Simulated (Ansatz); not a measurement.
# GeSi: short molecular dynamics of a 16-atom cell, part 2 of 2

How do the atoms of GeSi (CsCl type) move when started on their sites? Runs: PBEsol, 40 steps of 1 fs under a Langevin thermostat and barostat at 450 K; r2SCAN, 20 steps of 1.5 fs under a Langevin thermostat and barostat at 450 K. The cell is a 2×2×2 supercell of the structure relaxed with r2SCAN.

Ansatz 0.2.0, plane waves. Earlier steps stand in the parts before.

## (9) Snapshots as a file

Extended XYZ, with forces in eV/Å:

```xyz
16
Lattice="6.419 0.000 0.000 0.000 6.419 0.000 0.000 0.000 6.419" Properties=species:S:1:pos:R:3:forces:R:3 pbc="T T T" time_fs=4.5 T=468 dE=0.0079
Ge    0.018   -0.005   -0.005   -0.052   -0.034   -0.008
Si    1.593    1.612    1.600    0.041    0.021    0.042
Ge    0.003    0.006    3.207   -0.003   -0.067   -0.032
Si    1.576    1.601    4.817    0.079    0.028   -0.002
Ge   -0.002    3.198   -0.003   -0.044    0.012   -0.002
Si    1.613    4.809    1.622    0.054    0.007   -0.018
Ge    0.000    3.201    3.216   -0.069    0.028   -0.036
Si    1.577    4.817    4.796    0.083    0.005    0.040
Ge    3.199    0.017    0.008   -0.007   -0.088   -0.018
Si    4.826    1.585    1.604    0.001    0.070   -0.020
Ge    3.222    0.025    3.214   -0.076   -0.089   -0.030
Si    4.810    1.580    4.788    0.034    0.052    0.082
Ge    3.207    3.194   -0.009   -0.011    0.045    0.013
Si    4.847    4.829    1.589   -0.043   -0.028    0.035
Ge    3.212    3.212    3.216    0.009    0.026   -0.052
Si    4.801    4.817    4.829    0.006    0.011    0.005
16
Lattice="6.413 0.000 0.000 0.000 6.413 0.000 0.000 0.000 6.413" Properties=species:S:1:pos:R:3:forces:R:3 pbc="T T T" time_fs=10.5 T=445 dE=0.0545
Ge    0.043   -0.013   -0.012   -0.118   -0.105   -0.014
Si    1.572    1.621    1.587    0.143    0.070    0.120
Ge    0.008    0.015    3.200   -0.013   -0.172   -0.109
Si    1.535    1.602    4.820    0.229    0.064    0.002
Ge   -0.005    3.176   -0.010   -0.134    0.074    0.014
Si    1.628    4.804    1.641    0.160   -0.022   -0.031
Ge    0.000    3.191    3.226   -0.175    0.082   -0.141
Si    1.540    4.815    4.768    0.225   -0.011    0.109
Ge    3.185    0.034    0.015   -0.021   -0.223   -0.020
Si    4.836    1.550    1.600   -0.022    0.189   -0.040
Ge    3.233    0.058    3.219   -0.220   -0.248   -0.141
Si    4.792    1.538    4.752    0.091    0.174    0.228
Ge    3.201    3.165   -0.020   -0.013    0.137    0.052
Si    4.889    4.839    1.558   -0.131   -0.091    0.097
Ge    3.215    3.213    3.230    0.010    0.086   -0.166
Si    4.780    4.818    4.839   -0.010   -0.004    0.041
16
Lattice="6.407 0.000 0.000 0.000 6.407 0.000 0.000 0.000 6.407" Properties=species:S:1:pos:R:3:forces:R:3 pbc="T T T" time_fs=15.0 T=454 dE=0.1172
Ge    0.058   -0.021   -0.017   -0.148   -0.139   -0.009
Si    1.557    1.631    1.584    0.227    0.097    0.149
Ge    0.015    0.019    3.192   -0.041   -0.223   -0.150
Si    1.507    1.609    4.818    0.342    0.067    0.004
Ge   -0.006    3.160   -0.017   -0.213    0.129    0.047
Si    1.638    4.796    1.659    0.249   -0.044   -0.068
Ge   -0.001    3.184    3.230   -0.280    0.118   -0.214
Si    1.512    4.814    4.746    0.339   -0.032    0.157
Ge    3.175    0.047    0.019   -0.064   -0.328   -0.006
Si    4.837    1.521    1.593   -0.016    0.284   -0.063
Ge    3.238    0.083    3.219   -0.355   -0.373   -0.231
Si    4.771    1.511    4.730    0.180    0.269    0.330
Ge    3.197    3.142   -0.029   -0.023    0.218    0.110
Si    4.915    4.844    1.539   -0.193   -0.155    0.128
Ge    3.217    3.215    3.243    0.006    0.132   -0.249
Si    4.760    4.821    4.842   -0.011   -0.021    0.066
16
Lattice="6.398 0.000 0.000 0.000 6.398 0.000 0.000 0.000 6.398" Properties=species:S:1:pos:R:3:forces:R:3 pbc="T T T" time_fs=19.5 T=477 dE=0.2028
Ge    0.073   -0.031   -0.025   -0.165   -0.154   -0.004
Si    1.540    1.642    1.591    0.303    0.114    0.130
Ge    0.025    0.023    3.178   -0.088   -0.271   -0.169
Si    1.480    1.614    4.808    0.453    0.059    0.022
Ge   -0.008    3.145   -0.023   -0.293    0.183    0.095
Si    1.650    4.787    1.680    0.327   -0.060   -0.137
Ge    0.000    3.177    3.234   -0.409    0.169   -0.281
Si    1.489    4.813    4.722    0.445   -0.054    0.209
Ge    3.164    0.062    0.025   -0.114   -0.428   -0.002
Si    4.834    1.496    1.585    0.013    0.381   -0.109
Ge    3.245    0.110    3.214   -0.495   -0.508   -0.305
Si    4.753    1.488    4.709    0.289    0.360    0.446
Ge    3.189    3.117   -0.039   -0.034    0.296    0.173
Si    4.935    4.855    1.518   -0.249   -0.238    0.152
Ge    3.216    3.218    3.252    0.015    0.172   -0.310
Si    4.734    4.816    4.845   -0.001   -0.022    0.091
16
Lattice="6.390 0.000 0.000 0.000 6.390 0.000 0.000 0.000 6.390" Properties=species:S:1:pos:R:3:forces:R:3 pbc="T T T" time_fs=25.5 T=368 dE=0.3439
Ge    0.088   -0.043   -0.040   -0.157   -0.174    0.013
Si    1.528    1.662    1.600    0.383    0.125    0.097
Ge    0.035    0.034    3.161   -0.121   -0.338   -0.186
Si    1.463    1.621    4.800    0.552    0.044    0.030
Ge   -0.011    3.124   -0.033   -0.380    0.249    0.169
Si    1.658    4.776    1.718    0.411   -0.050   -0.250
Ge    0.002    3.169    3.240   -0.556    0.221   -0.356
Si    1.464    4.807    4.698    0.539   -0.053    0.264
Ge    3.152    0.083    0.032   -0.173   -0.573    0.033
Si    4.835    1.467    1.573    0.037    0.483   -0.161
Ge    3.251    0.142    3.216   -0.673   -0.677   -0.443
Si    4.734    1.462    4.690    0.452    0.475    0.596
Ge    3.183    3.092   -0.052   -0.048    0.393    0.286
Si    4.960    4.873    1.493   -0.321   -0.333    0.183
Ge    3.222    3.227    3.271    0.024    0.187   -0.413
Si    4.706    4.807    4.845    0.035    0.021    0.138
16
Lattice="6.384 0.000 0.000 0.000 6.384 0.000 0.000 0.000 6.384" Properties=species:S:1:pos:R:3:forces:R:3 pbc="T T T" time_fs=30.0 T=281 dE=0.4583
Ge    0.099   -0.053   -0.052   -0.144   -0.173    0.025
Si    1.514    1.675    1.605    0.450    0.117    0.071
Ge    0.045    0.042    3.151   -0.126   -0.367   -0.180
Si    1.454    1.629    4.800    0.605    0.010    0.018
Ge   -0.012    3.111   -0.037   -0.455    0.309    0.232
Si    1.667    4.766    1.746    0.448   -0.043   -0.326
Ge    0.000    3.164    3.247   -0.639    0.252   -0.400
Si    1.451    4.802    4.685    0.586   -0.052    0.283
Ge    3.145    0.091    0.038   -0.214   -0.636    0.072
Si    4.845    1.448    1.568    0.028    0.541   -0.204
Ge    3.253    0.160    3.218   -0.804   -0.776   -0.561
Si    4.717    1.445    4.680    0.591    0.540    0.706
Ge    3.178    3.078   -0.063   -0.048    0.438    0.394
Si    4.975    4.891    1.481   -0.363   -0.409    0.196
Ge    3.228    3.232    3.287    0.009    0.180   -0.507
Si    4.688    4.799    4.842    0.077    0.068    0.182
```

## (10) Outcome

What follows sums up all 2 parts. Changes of volume or cell count from the first structure of part 1.

| quantity | value |
| --- | --- |
| run 1: length | 40 steps of 1 fs |
| run 1: temperature, first and last step | 422 and 248 K |
| run 1: temperature, second half | mean 313 K, from 248 to 444 K |
| run 1: potential energy, second half | +26 meV/atom from this run's first step |
| run 1: largest change of the conserved energy | 0.02 meV/atom |
| run 1: volume, first and last step | 16.54 and 15.85 Å³/atom |
| run 1: mean square displacement, second half | Si 0.024, Ge 0.010 Å² |
| run 2: length | 20 steps of 1.5 fs |
| run 2: temperature, first and last step | 422 and 281 K |
| run 2: temperature, second half | mean 399 K, from 281 to 477 K |
| run 2: potential energy, second half | +17 meV/atom from this run's first step |
| run 2: largest change of the conserved energy | 0.01 meV/atom |
| run 2: volume, first and last step | 16.54 and 16.26 Å³/atom |
| run 2: mean square displacement, second half | Si 0.019, Ge 0.008 Å² |

Run 1: Against a set 450 K the second half averages 313 K, going from 444 to 248 K over that half; 26 meV/atom has gone into potential energy, and a thermostat that acts over some 100 fs has not made it up in 40 fs. The conserved energy strays from its start by at most 0.02 meV/atom, under 0.1 % of the mean kinetic energy, so a step of 1 fs is short enough over this time. No atom gets farther than 0.34 Å from its start, with the drift of the whole removed, against a typical distance of 2.8 Å between sites at the start. The volume changes by -4.2 % from first to last step, and is still moving at the end, so it is no equilibrium value. Run 2: Against a set 450 K the second half averages 399 K, going from 454 to 281 K over that half. The conserved energy strays from its start by at most 0.01 meV/atom, under 0.1 % of the mean kinetic energy, so a step of 1.5 fs is short enough over this time. No atom gets farther than 0.24 Å from its start, with the drift of the whole removed, against a typical distance of 2.8 Å between sites at the start. The volume changes by -1.7 % from first to last step, and is still moving at the end, so it is no equilibrium value. 40 fs on 16 atoms is far too short and small for converged averages.
